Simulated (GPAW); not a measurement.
# Ga (P6/mmm) in GPAW: a series of runs

The runs below take Ga through single point, with LDA.

Everything below comes from runs of GPAW 26.7.0. Logs are shortened: lines on timing, memory, paths and dates and some standing lists are left out, and cuts for length are marked. The log counts tension as positive stress, the text compression.

### Step 1. Starting point

It takes space group P6/mmm (No. 191, hexagonal). The conventional cell has a = 4.449 Å, b = 4.449 Å, c = 2.765 Å, α = 90.00°, β = 90.00°, γ = 120.00°. Ga (site symmetry -6m2) has 5 Ga at 2.57 to 2.77 Å as nearest neighbours.

The cell was built by a generator and needn't be a form met in nature.

### Step 2. Single point, LDA

run.py

```python
from ase import Atoms
from ase.dft.bandgap import bandgap
from ase.io import write
from ase.units import Bohr, GPa
from gpaw import GPAW, PW
from gpaw.elf import elf_from_dft_calculation

atoms = Atoms(['Ga', 'Ga'],
              cell=[[4.449473825, 0.0, 0.0],
                    [-2.2247369125, 3.8533573659, 0.0],
                    [0.0, 0.0, 2.7652]],
              scaled_positions=[[0.33333, 0.66667, 0.5],
                                [0.6666633333, 0.3333366667, 0.5]],
              pbc=True)

calc = GPAW(mode=PW(600),
            xc='LDA',
            kpts={'size': (7, 7, 10), 'gamma': True},
            occupations={'name': 'fermi-dirac', 'width': 0.05},
            nbands=10,
            convergence={'density': 1e-05, 'energy': 1e-05},
            maxiter=150,
            txt='gpaw.txt')
atoms.calc = calc
energy = atoms.get_potential_energy()
forces = atoms.get_forces()
stress = atoms.get_stress()
calc.write('gs.gpw')
write('result.traj', atoms)
print(f'Energy: {energy:.6f} eV')
print('Forces (eV/A):')
print(forces.round(4))
print('Stress (GPa):', (stress / GPa).round(3))
print('Fermi level:', round(calc.get_fermi_level(), 4), 'eV')
print(f'Gap: {bandgap(calc)[0]:.4f} eV, direct: {bandgap(calc, direct=True)[0]:.4f} eV')

# fields on the real-space grid
write('density.cube', atoms, data=calc.get_pseudo_density() * Bohr**3)
write('potential.cube', atoms, data=calc.get_electrostatic_potential())
write('elf.cube', atoms, data=elf_from_dft_calculation(calc).data)
```

Potentials or basis: the program's PAW data sets (release 1.2.1) made for this functional, pw.

Run with:

```
$ OMP_NUM_THREADS=1 python run.py
```

gpaw.txt:

```text
__  _  _
 | _ |_)|_||  |
 |__||  | ||/\| - 26.7.0

Input parameters:
  mode=PW(ecut=600.0),
  convergence={'density': 1e-05, 'energy': 1e-05},
  kpts=MonkhorstPack(size=(7, 7, 10), gamma=True),
  maxiter=150,
  nbands=10,
  occupations=Occupations(name='fermi-dirac', width=0.05),
  xc=XC(name='LDA')

Diagonalizing LCAO Hamiltonian
Converting LCAO to pw mode

        Ga  Ga

Atoms  # Å, Bohr magnetons
|   | symbol |         x |        y |        z |    initial magnetic moments |
|---|--------|-----------|----------|----------|-----------------------------|
| 0 |     Ga | -0.000022 | 2.568918 | 1.382600 | ( 0.0000,  0.0000,  0.0000) |
| 1 |     Ga |  2.224715 | 1.284465 | 1.382600 | ( 0.0000,  0.0000,  0.0000) |

Unit cell  # Å
| periodic |         x |        y |        z |  lengths |     angles |
|----------|-----------|----------|----------|----------|------------|
|      yes |  4.449474 | 0.000000 | 0.000000 | 4.449474 |  90.000000 |
|      yes | -2.224737 | 3.853357 | 0.000000 | 4.449474 |  90.000000 |
|      yes |  0.000000 | 0.000000 | 2.765200 | 2.765200 | 120.000000 |

Number of symmetries: 4
Symmetry operations  # r_c * U_cc + t_c -> r_c
|   | kind |            matrix            |
|---|------|------------------------------|
| 0 |  E   |  1, 0, 0,  0, 1, 0,  0, 0, 1 |
| 1 |  σ   |  1, 0, 0,  0, 1, 0,  0, 0,-1 |
| 2 |  σ   |  0,-1, 0, -1, 0, 0,  0, 0, 1 |
| 3 |  C2  |  0,-1, 0, -1, 0, 0,  0, 0,-1 |

BZ-sampling:
  Number of BZ points: 490
  Number of IBZ points: 96

  Monkhorst-Pack size: [7, 7, 10]
  Monkhorst-Pack shift: [0.0, 0.0, 0.05]

K-points  # in reciprocal-cell coordinates
|     |                                coordinates |     weight |
|-----|--------------------------------------------|------------|
|   0 | (  0.00000000,   0.00000000,   0.00000000) | 0.00204082 |
|   1 | (  0.00000000,   0.00000000,   0.10000000) | 0.00408163 |
|   2 | (  0.00000000,   0.00000000,   0.20000000) | 0.00408163 |
|   3 | (  0.00000000,   0.00000000,   0.30000000) | 0.00408163 |
|   4 | (  0.00000000,   0.00000000,   0.40000000) | 0.00408163 |
|   5 | (  0.00000000,   0.00000000,   0.50000000) | 0.00204082 |
|   6 | (  0.14285714,  -0.14285714,   0.00000000) | 0.00408163 |
|   7 | (  0.14285714,  -0.14285714,   0.10000000) | 0.00816327 |
|   8 | (  0.14285714,  -0.14285714,   0.20000000) | 0.00816327 |
|   9 | (  0.14285714,  -0.14285714,   0.30000000) | 0.00816327 |
| ... |                                            |            |
|  95 | (  0.42857143,   0.42857143,   0.50000000) | 0.00408163 |

Plane wave coefficients: 1601
Cutoff: 600.0 eV

Spin-components: 1 (collinear spins)
Bands:           10
Projectors:      10
Spin-degeneracy: 2
Datatype:        complex128

Parallelization:
  kpt:    1
  domain: 1
  band:   1

Density:
  Valence electrons: 6.0
  Components: 1
  Grid points: [27 27 16]
  Charge: 0.0  # |e|

Potential:
  Grid points: [27 27 16]

species:
  Ga:
    name:    Gallium
    Z:       31.0
    valence: 3
    core:    28
    charge:  0.0  # [|e|]
    compensation charges:
      type: gauss
      rc: 0.37  # [Å]
      lmax: 2
    cutoffs:
      filter: 2.06  # [Å]
      core: 4.17  # [Å]
    projectors
    | kind |    occ | energy [eV] | rcut [Å] |
    |------|--------|-------------|----------|
    |   4s |  2.000 |      -9.167 |    1.164 |
    |   4p |  1.000 |      -2.734 |    1.164 |
    |    s |        |      18.045 |    1.164 |
    |    p |        |      24.478 |    1.164 |
    |    d |        |       0.000 |    1.164 |

    Using partial waves for Ga as LCAO basis

Reference energy: -105616.112206  # eV

eigensolver:
  PPCG
  Converge bands: occupied
  niter=2

density mixing:
  MSR1-Mixer
  Pratt-step length: 0.05
  Maximum mixing coefficient: 0.75
  Old densities: 10
  SVD Regularization: 0.005
  Good broyden scale: 1.0
  Trust region scale: 1.0
  Backstep threshold: 4.0
  History deletion threshold: 6.0
  Fourier metric: weight=20.0, sigma=0.015

occupation numbers:
  Fermi-Dirac:
    width: 0.0500  # eV

poisson solver:
  ecut: 4800.0  # eV

xc functional:
  name: None

convergence criteria:
- Maximum integral of absolute [dens]ity change: 1e-05 electrons / valence electron
- Maximum [total energy] change in last 3 cyles: 1e-05 eV / valence electron
- Maximum integral of absolute [eigenst]ate change: 4e-08 eV^2 / valence electron
maximum number of iterations: 150

SCF iterations
|iter     | |      energy | eigst |  dens |
|---------|-|-------------|-------|-------|
|iter:   1| |   -6.803429 | -0.67 |       |
|iter:   2| |   -6.802604 | -3.17 | -1.01 |
|iter:   3| |   -6.789386 | -3.55 | -1.03 |
|iter:   4| |   -6.788056 | -4.19 | -1.52 |
|iter:   5| |   -6.788062 | -6.05 | -2.61 |
|iter:   6| |   -6.788064c| -7.28 | -3.11 |
|iter:   7| |   -6.788064c| -7.55c| -3.94 |
|iter:   8| |   -6.788064c| -8.71c| -4.97 |
|iter:   9| |   -6.788064c| -9.69c| -5.48c|

Converged in 9 steps
Energy contributions relative to reference atoms: (reference = -105616.112206)

Energy contributions:
  Kinetic:          17.764732
  Coulomb:         -14.879313
  Zero:              0.026230
  External:          0.000000
  Xc:               -9.696606
  Entropy:          -0.006213
  Spinorbit:         0.000000
  ----------------------------
  Free energy:      -6.791171
  Extrapolated:     -6.788064

dipole moment: (-0.000122, -0.000006, -0.000041)  # |e|*Ang

Fermi level: 3.607
Eigenvalues  # (at kpt = [0.000, 0.000, 0.000])
| band index |      eig [eV] | occ [0-2] |
|------------|---------------|-----------|
|          0 |        -6.407 |     2.000 |
|          1 |         2.024 |     2.000 |
|          2 |         3.074 |     2.000 |
|          3 |         3.074 |     2.000 |
|          4 |         6.823 |     0.000 |
|          5 |         6.823 |     0.000 |
|          6 |         9.638 |     0.000 |
|          7 |        12.302 |     0.000 |
|          8 |        15.699 |     0.000 |
|          9 |        18.790 |     0.000 |

No gap
No difference between direct/indirect transitions

Forces  # eV/Ang
|        x |        y |       z |
|----------|----------|---------|
| -0.00000 |  0.00000 | 0.00000 |  # Ga   0
|  0.00000 | -0.00000 | 0.00000 |  # Ga   1

Stress tensor  # eV/Ang^3
|        x |        y |        z |
|----------|----------|----------|
| 0.019093 | 0.000000 | 0.000000 |
| 0.000000 | 0.019093 | 0.000000 |
| 0.000000 | 0.000000 | 0.029208 |

# Writing to gs.gpw (mode='')
```

It took 18 s on 1 thread of Arm Neoverse V2, shared host; peak memory 0.18 GiB.

What came out:

- Free energy: -6.7912 eV
- Pressure: -3.6 GPa
- Band gap on the k mesh: none (metal or under the smearing width)

Stress tensor (GPa, compression positive):
```
-3.06  0.00  0.00
 0.00 -3.06  0.00
 0.00  0.00 -4.68
```

### Step 3. Single point, LDA

run.py: that of step 2 with these lines changed.

```diff
@@ -3,5 +3,6 @@
 from ase.io import write
-from ase.units import Bohr, GPa
-from gpaw import GPAW, PW
-from gpaw.elf import elf_from_dft_calculation
+from ase.units import GPa
+from gpaw import GPAW, PW, setup_paths
+
+setup_paths.insert(0, '.')
 
@@ -35,6 +36 @@
 print(f'Gap: {bandgap(calc)[0]:.4f} eV, direct: {bandgap(calc, direct=True)[0]:.4f} eV')
-
-# fields on the real-space grid
-write('density.cube', atoms, data=calc.get_pseudo_density() * Bohr**3)
-write('potential.cube', atoms, data=calc.get_electrostatic_potential())
-write('elf.cube', atoms, data=elf_from_dft_calculation(calc).data)
```

Potentials or basis: PAW data sets generated in the run's folder for this functional, pw.

Run with:

```
$ gpaw-setup -f LDA Ga
$ OMP_NUM_THREADS=1 python run.py
```

It took 19 s on 1 thread of Arm Neoverse V2, shared host; peak memory 0.18 GiB.

The run converged. Its results:

```
Free energy            : -6.7912 eV
Pressure               : -3.6 GPa
Band gap on the k mesh : none (metal or under the smearing width)
```

Stress tensor (GPa, compression positive):
```
-3.06  0.00  0.00
 0.00 -3.06  0.00
 0.00  0.00 -4.68
```

Levels at points of the mesh, in eV from the Fermi level:
```csv
k point,band 1,band 2,band 3,band 4,band 5,band 6
"(0.00, 0.00, 0.00)",-10.01,-1.58,-0.53,-0.53,3.22,3.22
"(0.00, 0.00, 0.50)",-6.01,-3.66,2.52,2.52,2.77,3.45
```

### Step 4. Single point, LDA

run.py: that of step 3 with these lines changed.

```diff
@@ -20,3 +20,4 @@
             occupations={'name': 'fermi-dirac', 'width': 0.05},
-            nbands=10,
+            setups={'Ga': 'jth'},
+            nbands=-7,
             convergence={'density': 1e-05, 'energy': 1e-05},
```

Potentials or basis: JTH PAW 2.0, LDA, pw.

Run with:

```
$ OMP_NUM_THREADS=1 python run.py
```

gpaw.txt:

```text
__  _  _
 | _ |_)|_||  |
 |__||  | ||/\| - 26.7.0

Input parameters:
  mode=PW(ecut=600.0),
  convergence={'density': 1e-05, 'energy': 1e-05},
  kpts=MonkhorstPack(size=(7, 7, 10), gamma=True),
  maxiter=150,
  nbands=-7,
  occupations=Occupations(name='fermi-dirac', width=0.05),
  setups={'Ga': 'jth'},
  xc=XC(name='LDA')

Diagonalizing LCAO Hamiltonian
Converting LCAO to pw mode

        Ga  Ga

Atoms  # Å, Bohr magnetons
|   | symbol |         x |        y |        z |    initial magnetic moments |
|---|--------|-----------|----------|----------|-----------------------------|
| 0 |     Ga | -0.000022 | 2.568918 | 1.382600 | ( 0.0000,  0.0000,  0.0000) |
| 1 |     Ga |  2.224715 | 1.284465 | 1.382600 | ( 0.0000,  0.0000,  0.0000) |

Unit cell  # Å
| periodic |         x |        y |        z |  lengths |     angles |
|----------|-----------|----------|----------|----------|------------|
|      yes |  4.449474 | 0.000000 | 0.000000 | 4.449474 |  90.000000 |
|      yes | -2.224737 | 3.853357 | 0.000000 | 4.449474 |  90.000000 |
|      yes |  0.000000 | 0.000000 | 2.765200 | 2.765200 | 120.000000 |

Number of symmetries: 4
Symmetry operations  # r_c * U_cc + t_c -> r_c
|   | kind |            matrix            |
|---|------|------------------------------|
| 0 |  E   |  1, 0, 0,  0, 1, 0,  0, 0, 1 |
| 1 |  σ   |  1, 0, 0,  0, 1, 0,  0, 0,-1 |
| 2 |  σ   |  0,-1, 0, -1, 0, 0,  0, 0, 1 |
| 3 |  C2  |  0,-1, 0, -1, 0, 0,  0, 0,-1 |

BZ-sampling:
  Number of BZ points: 490
  Number of IBZ points: 96

  Monkhorst-Pack size: [7, 7, 10]
  Monkhorst-Pack shift: [0.0, 0.0, 0.05]

K-points  # in reciprocal-cell coordinates
|     |                                coordinates |     weight |
|-----|--------------------------------------------|------------|
|   0 | (  0.00000000,   0.00000000,   0.00000000) | 0.00204082 |
|   1 | (  0.00000000,   0.00000000,   0.10000000) | 0.00408163 |
|   2 | (  0.00000000,   0.00000000,   0.20000000) | 0.00408163 |
|   3 | (  0.00000000,   0.00000000,   0.30000000) | 0.00408163 |
|   4 | (  0.00000000,   0.00000000,   0.40000000) | 0.00408163 |
|   5 | (  0.00000000,   0.00000000,   0.50000000) | 0.00204082 |
|   6 | (  0.14285714,  -0.14285714,   0.00000000) | 0.00408163 |
|   7 | (  0.14285714,  -0.14285714,   0.10000000) | 0.00816327 |
|   8 | (  0.14285714,  -0.14285714,   0.20000000) | 0.00816327 |
|   9 | (  0.14285714,  -0.14285714,   0.30000000) | 0.00816327 |
| ... |                                            |            |
|  95 | (  0.42857143,   0.42857143,   0.50000000) | 0.00408163 |

Plane wave coefficients: 1601
Cutoff: 600.0 eV

Spin-components: 1 (collinear spins)
Bands:           20
Projectors:      12
Spin-degeneracy: 2
Datatype:        complex128

Parallelization:
  kpt:    1
  domain: 1
  band:   1

Density:
  Valence electrons: 26.0
  Components: 1
  Grid points: [27 27 16]
  Charge: 0.0  # |e|

Potential:
  Grid points: [27 27 16]

species:
  Ga:
    name:    Gallium
    Z:       31.0
    valence: 13
    core:    18
    charge:  0.0  # [|e|]
    compensation charges:
      type: bessel
      rc: 0.96  # [Å]
      lmax: 2
    cutoffs:
      filter: 1.11  # [Å]
      core: 2.14  # [Å]
    projectors
    | kind |    occ | energy [eV] | rcut [Å] |
    |------|--------|-------------|----------|
    |   4s |  2.000 |      -9.170 |    1.113 |
    |    s |        |      40.817 |    1.113 |
    |   4p |  1.000 |      -2.733 |    1.113 |
    |    p |        |      27.211 |    1.113 |
    |   3d | 10.000 |     -19.407 |    1.006 |
    |    d |        |       0.000 |    1.006 |

    Using partial waves for Ga as LCAO basis

Reference energy: -105641.238915  # eV

eigensolver:
  PPCG
  Converge bands: occupied
  niter=2

density mixing:
  MSR1-Mixer
  Pratt-step length: 0.05
  Maximum mixing coefficient: 0.75
  Old densities: 10
  SVD Regularization: 0.005
  Good broyden scale: 1.0
  Trust region scale: 1.0
  Backstep threshold: 4.0
  History deletion threshold: 6.0
  Fourier metric: weight=20.0, sigma=0.015

occupation numbers:
  Fermi-Dirac:
    width: 0.0500  # eV

poisson solver:
  ecut: 4800.0  # eV

xc functional:
  name: None

convergence criteria:
- Maximum integral of absolute [dens]ity change: 1e-05 electrons / valence electron
- Maximum [total energy] change in last 3 cyles: 1e-05 eV / valence electron
- Maximum integral of absolute [eigenst]ate change: 4e-08 eV^2 / valence electron
maximum number of iterations: 150

SCF iterations
|iter     | |      energy | eigst |  dens |
|---------|-|-------------|-------|-------|
|iter:   1| |   -6.847376 | -1.11 |       |
|iter:   2| |   -6.835213 | -3.37 | -1.57 |
|iter:   3| |   -6.777272 | -3.16 | -1.60 |
|iter:   4| |   -6.775534 | -3.94 | -2.14 |
|iter:   5| |   -6.775384 | -5.09 | -2.74 |
|iter:   6| |   -6.775390c| -6.18 | -3.50 |
|iter:   7| |   -6.775390c| -7.50c| -4.30 |
|iter:   8| |   -6.775390c| -7.72c| -4.96 |
|iter:   9| |   -6.775390c| -8.52c| -5.80c|

Converged in 9 steps
Energy contributions relative to reference atoms: (reference = -105641.238915)

Energy contributions:
  Kinetic:          -0.495512
  Coulomb:           1.770217
  Zero:             -0.026088
  External:          0.000000
  Xc:               -8.020801
  Entropy:          -0.006409
  Spinorbit:         0.000000
  ----------------------------
  Free energy:      -6.778594
  Extrapolated:     -6.775390

dipole moment: (-0.000075, 0.000072, 0.000015)  # |e|*Ang

Fermi level: 3.570
Eigenvalues  # (at kpt = [0.000, 0.000, 0.000])
| band index |      eig [eV] | occ [0-2] |
|------------|---------------|-----------|
|          0 |       -11.631 |     2.000 |
|        ... |               |           |
|          6 |       -11.230 |     2.000 |
|          7 |       -11.230 |     2.000 |
|          8 |       -11.125 |     2.000 |
|          9 |       -11.125 |     2.000 |
|         10 |        -6.457 |     2.000 |
|         11 |         1.975 |     2.000 |
|         12 |         3.053 |     2.000 |
|         13 |         3.053 |     2.000 |
|         14 |         6.784 |     0.000 |
|         15 |         6.784 |     0.000 |
|         16 |         9.595 |     0.000 |
|         17 |        12.199 |     0.000 |
|         18 |        16.016 |     0.000 |
|         19 |        18.687 |     0.000 |

No gap
No difference between direct/indirect transitions

Forces  # eV/Ang
|       x |        y |       z |
|---------|----------|---------|
| 0.00000 | -0.00000 | 0.00000 |  # Ga   0
| 0.00000 | -0.00000 | 0.00000 |  # Ga   1

Stress tensor  # eV/Ang^3
|        x |        y |        z |
|----------|----------|----------|
| 0.023050 | 0.000000 | 0.000000 |
| 0.000000 | 0.023050 | 0.000000 |
| 0.000000 | 0.000000 | 0.031674 |

# Writing to gs.gpw (mode='')
```

Run time: 37 s. Hardware: 1 thread of Arm Neoverse V2, shared host; peak memory 0.21 GiB.

What came out:

```yaml
Free_energy: -6.7786 eV
Pressure: -4.2 GPa
Band_gap_on_the_k_mesh: none (metal or under the smearing width)
```

Caveat: the program truncates these outside data sets.

### Step 5. Single point, LDA

run.py: that of step 4 with these lines changed.

```diff
@@ -4,5 +4,3 @@
 from ase.units import GPa
-from gpaw import GPAW, PW, setup_paths
-
-setup_paths.insert(0, '.')
+from gpaw import GPAW, PW
 
@@ -16,3 +14,3 @@
 
-calc = GPAW(mode=PW(600),
+calc = GPAW(mode=PW(800),
             xc='LDA',
@@ -20,3 +18,3 @@
             occupations={'name': 'fermi-dirac', 'width': 0.05},
-            setups={'Ga': 'jth'},
+            setups='hgh',
             nbands=-7,
```

Potentials or basis: HGH pseudopotentials, pw.

Run with:

```
$ OMP_NUM_THREADS=1 python run.py
```

It took 24 s on 1 thread of Arm Neoverse V2, shared host; peak memory 0.21 GiB.

It converged, with:

- Free energy: -122.4951 eV
- Pressure: -5.7 GPa
- Band gap on the k mesh: none (metal or under the smearing width)

Stress tensor (GPa, compression positive):
```
-5.59  0.00  0.00
 0.00 -5.59  0.00
 0.00  0.00 -5.92
```

Levels at points of the mesh, in eV from the Fermi level:
| k point | band 1 | band 2 | band 3 | band 4 | band 5 | band 6 |
| --- | --- | --- | --- | --- | --- | --- |
| (0.00, 0.00, 0.00) | -9.98 | -1.57 | -0.57 | -0.57 | 3.24 | 3.24 |
| (0.00, 0.00, 0.50) | -6.00 | -3.64 | 2.46 | 2.46 | 2.82 | 3.53 |

Caveat: HGH potentials are hard and often keep d shells in the core, so these values are rough.

### Step 6. The runs side by side

```tsv
potentials or basis	data set	gap on the mesh (eV)	pressure (GPa)
the program's PAW data sets (release 1.2.1) made for this functional, pw	-	none	-3.6
PAW data sets generated in the run's folder for this functional, pw	-	none	-3.6
JTH PAW 2.0, LDA, pw	Ga jth	none	-4.2
```

Alike in all rows: task single point; level LDA; no spin polarisation; cell as given; k mesh 7 × 7 × 10; cutoff (eV) 600; smearing fermi-dirac 0.05 eV.

Caveats: the program truncates these outside data sets (some runs).

Total energies depend on the potentials used, so only differences within one code and one set of settings carry meaning.
